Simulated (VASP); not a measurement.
# MnO: convergence, self-consistent run

MnO, Fm-3m (no. 225), 2 atoms in the cell. R2SCAN, DFT+U; PAW potentials Mn_pv, O (PBE set). VASP 6.6.1.

Wanted: levels at the zone centre within 0.01 eV; site moments within 0.03 μB.

What the run is for: levels; Accuracy asked: standard.

Levels at the zone centre: counted from the valence top at that point.

POSCAR:
```
MnO
1.0
    0.0000000000      2.2239077028      2.2239077028
    2.2239077028      0.0000000000      2.2239077028
    2.2239077028      2.2239077028      0.0000000000
Mn O
1 1
Direct
    0.0000000000      0.0000000000      0.0000000000
    0.5000000000      0.5000000000      0.5000000000
```

The series start from Plane-wave cutoff (eV): 520; k-point mesh: 9 × 9 × 9; Precision mode (PREC): Accurate; Electronic threshold (eV): 1e-6; Bands in all (NBANDS): 23; Aspherical gradient terms in the spheres (LASPH): yes; Highest l that the mixer handles (LMAXMIX): 4; Electronic algorithm: ALGO=Normal; Delay and inner steps: defaults; Density mixing: defaults. Each series keeps the choices made before it, and each single choice may use up half of a tolerance.

## Plane-wave cutoff (eV)

| Plane-wave cutoff (eV) | Levels at the zone centre, largest deviation (eV) | Site moments, largest deviation (μB) | SCF iterations | Time (s) |
|---|---|---|---|---|
| 320 | 0.032 | 0.002 | 17 | 26 |
| 400 | 0.005 | 0.001 | 17 | 32 |
| 460 | 0.003 | 0.001 | 17 | 34 |
| 520 | 0.004 | 0.001 | 17 | 35 |
| 600 | 0.004 | 0.000 | 17 | 63 |
| 700 | 0.003 | 0.000 | 17 | 63 |
| 840 (reference) | 0.000 | 0.000 | 17 | 91 |

Chosen: 400, the loosest value from which every tighter one stays within half of the tolerance.

## k-point mesh

| k-point mesh | Levels at the zone centre, largest deviation (eV) | Site moments, largest deviation (μB) | SCF iterations | Time (s) |
|---|---|---|---|---|
| 3 × 3 × 3 | 0.048 | 0.007 | 17 | 11 |
| 4 × 4 × 4 | 0.012 | 0.003 | 17 | 15 |
| 5 × 5 × 5 | 0.003 | 0.001 | 17 | 16 |
| 6 × 6 × 6 | 0.001 | 0.001 | 17 | 19 |
| 7 × 7 × 7 | 0.000 | 0.001 | 17 | 21 |
| 9 × 9 × 9 | 0.000 | 0.000 | 17 | 32 |
| 11 × 11 × 11 | 0.000 | 0.000 | 17 | 41 |
| 13 × 13 × 13 | 0.000 | 0.000 | 17 | 58 |
| 17 × 17 × 17 (reference) | 0.000 | 0.000 | 17 | 102 |

Chosen: 5 × 5 × 5.

## Precision mode (PREC)

| Precision mode (PREC) | Levels at the zone centre, largest deviation (eV) | Site moments, largest deviation (μB) | SCF iterations | Time (s) |
|---|---|---|---|---|
| SingleN | 0.017 | 0.002 | 20 | 10 |
| Normal | 0.002 | 0.000 | 20 | 11 |
| Single | 0.005 | 0.001 | 17 | 14 |
| Accurate (reference) | 0.000 | 0.000 | 17 | 16 |

Chosen: Accurate; the one before it in the list is off by more than half of the tolerance.

## Electronic threshold (eV)

| Electronic threshold (eV) | Levels at the zone centre, largest deviation (eV) | Site moments, largest deviation (μB) | SCF iterations | Time (s) |
|---|---|---|---|---|
| 0.001 | 0.027 | 0.000 | 11 | 11 |
| 0.0001 | 0.003 | 0.000 | 14 | 13 |
| 1e-5 | 0.001 | 0.000 | 15 | 14 |
| 1e-6 | 0.000 | 0.000 | 17 | 16 |
| 1e-7 (reference) | 0.000 | 0.000 | 19 | 18 |

Chosen: 0.0001.

## Bands in all (NBANDS)

| Bands in all (NBANDS) | Levels at the zone centre, largest deviation (eV) | Site moments, largest deviation (μB) | SCF iterations | Time (s) |
|---|---|---|---|---|
| 14 | 0.004 | 0.000 | 14 | 11 |
| 15 | 0.018 | 0.000 | 12 | 10 |
| 17 | 0.017 | 0.000 | 12 | 11 |
| 19 | 0.014 | 0.000 | 12 | 12 |
| 23 | 0.002 | 0.000 | 14 | 13 |
| 33 (reference) | 0.000 | 0.000 | 13 | 15 |

Chosen: 23.

## Aspherical gradient terms in the spheres (LASPH)

| Aspherical gradient terms in the spheres (LASPH) | Levels at the zone centre, largest deviation (eV) | Site moments, largest deviation (μB) | SCF iterations | Time (s) |
|---|---|---|---|---|
| no | 0.002 | 0.000 | 14 | 9.8 |
| yes (reference) | 0.000 | 0.000 | 14 | 13 |

Chosen: no.

## Highest l that the mixer handles (LMAXMIX)

| Highest l that the mixer handles (LMAXMIX) | Levels at the zone centre, largest deviation (eV) | Site moments, largest deviation (μB) | SCF iterations | Time (s) |
|---|---|---|---|---|
| 2 | 0.000 | 0.000 | 14 | 9.9 |
| 4 | 0.000 | 0.000 | 14 | 9.8 |
| 6 (reference) | 0.000 | 0.000 | 14 | 9.5 |

Chosen: 2.

## Electronic algorithm

| Electronic algorithm | Levels at the zone centre, largest deviation (eV) | Site moments, largest deviation (μB) | SCF iterations | Time (s) |
|---|---|---|---|---|
| ALGO=Normal | 0.000 | 0.000 | 14 | 9.9 |
| ALGO=Fast | 0.004 | 0.001 | 12 | 9.9 |
| ALGO=VeryFast | 0.001 | 0.000 | 20 | 14 |
| ALGO=All ISEARCH=1 | 0.002 | 0.000 | 14 | 14 |
| ALGO=All ISEARCH=0 | 0.002 | 0.000 | 14 | 14 |
| ALGO=Damped TIME=0.4 | 0.011 | 0.001 | 17 | 11 |
| ALGO=Damped TIME=0.1 | 0.011 | 0.001 | 30 | 18 |

Chosen: ALGO=Normal; no other choice that stays within half of the tolerance saves 30 % of the time.

## Delay and inner steps

| Delay and inner steps | Levels at the zone centre, largest deviation (eV) | Site moments, largest deviation (μB) | SCF iterations | Time (s) |
|---|---|---|---|---|
| defaults | 0.000 | 0.000 | 14 | 9.9 |
| NELMDL=-2 | 0.003 | 0.000 | 11 | 8.5 |
| NELMDL=-8 | 0.000 | 0.000 | 17 | 11 |
| NELMDL=-12 | 0.000 | 0.000 | 21 | 12 |
| NRMM=2 | 0.000 | 0.000 | 14 | 9.4 |
| NRMM=6 | 0.000 | 0.000 | 14 | 9.3 |
| WEIMIN=0.001 | 0.000 | 0.000 | 14 | 9.1 |

Chosen: NELMDL=-2; it saves 1.4 s of 9.9, so defaults would do nearly as well.

## Density mixing

| Density mixing | Levels at the zone centre, largest deviation (eV) | Site moments, largest deviation (μB) | SCF iterations | Time (s) |
|---|---|---|---|---|
| defaults | 0.000 | 0.000 | 11 | 8.5 |
| AMIX=0.2 BMIX=0.0001 AMIX_MAG=0.8 BMIX_MAG=0.0001 | 0.001 | 0.000 | 10 | 7.6 |
| AMIX_MAG=0.8 | 0.001 | 0.000 | 9 | 6.9 |
| AMIX_MAG=0.4 BMIX_MAG=0.0001 | 0.009 | 0.000 | 8 | 6.4 |
| AMIX=0.1 AMIX_MAG=0.4 | 0.004 | 0.000 | 13 | 9.4 |
| AMIX=0.4 IMIX=1 | 0.005 | 0.000 | 12 | 8.8 |
| MIXPRE=2 | 0.001 | 0.000 | 11 | 8.1 |
| BMIX=0.0001 | 0.003 | 0.000 | 9 | 6.8 |

Chosen: BMIX=0.0001; it saves 1.7 s of 8.5, so defaults would do nearly as well.

## All choices together

| Input | Levels at the zone centre, largest deviation (eV) | Site moments, largest deviation (μB) | Time (s) |
|---|---|---|---|
| the program's defaults (naive) | 0.004 | 0.001 | 2.8 |
| chosen settings | 0.003 | 0.001 | 6.8 |
| reference settings throughout | 0.000 | 0.000 | 520 |

The tolerance is met.

Values of the reference run: Levels at the zone centre: -0.3073, -0.3073, 3.225, 0, 0, 4.91 eV from the valence top at Gamma; Site moments: 4.711, 0.116 μB.

## The input

INCAR:
```
SYSTEM = MnO
METAGGA  = R2SCAN         ! meta-GGA
ISPIN    = 2              ! spin polarisation
MAGMOM   = 4 0            ! initial moments
LORBIT   = 11             ! projections on sites
LDAU     = .TRUE.         ! DFT+U
LDAUTYPE = 2            
LDAUL    = 2 -1           ! shell
LDAUU    = 6 0            ! U, eV
LDAUJ    = 0 0          
ISMEAR   = 0              ! smearing method
SIGMA    = 0.03           ! smearing width, eV
LWAVE    = .FALSE.        ! write WAVECAR
LCHARG   = .FALSE.        ! write CHGCAR
ISIF     = 2              ! what is computed and relaxed
PREC     = Accurate       ! precision mode
LASPH    = .FALSE.        ! aspherical terms in the spheres
LREAL    = .FALSE.        ! projectors in reciprocal space
ALGO     = Normal         ! electronic algorithm
EDIFF    = 1E-4           ! SCF threshold, eV
NELM     = 200            ! most SCF steps
GGA_COMPAT= .FALSE.      
ENCUT    = 400            ! plane-wave cutoff, eV
EFERMI   = MIDGAP       
LMAXMIX  = 2              ! l up to which the mixer works
LMIXTAU  = .TRUE.       
KPAR     = 4            
NBANDS   = 23             ! bands
NELMDL   = -2           
BMIX     = 1E-4          
```

KPOINTS:
```
Automatic mesh
0
Gamma
  5 5 5
  0 0 0
```

Commands:
```
cat potpaw_PBE.64/Mn_pv/POTCAR potpaw_PBE.64/O/POTCAR > POTCAR
mpirun -np 4 vasp_std > vasp.out
```

The naive input happens to agree within the tolerance here, in 2.8 s.

The chosen input took VASP 6.6.1 6.8 s on 4 cores (Intel Xeon Platinum 8259CL @ 2.50GHz (Skylake/Cascade Lake)), a shared host.

## An input that fails: k-point groups that do not divide the ranks

VASP's message: M_divide: can not subdivide            4 nodes by           3.

Changes against the starting input:
```
- NELM = 200
- KPAR = 4
+ NELM = 57
+ KPAR = 3
```
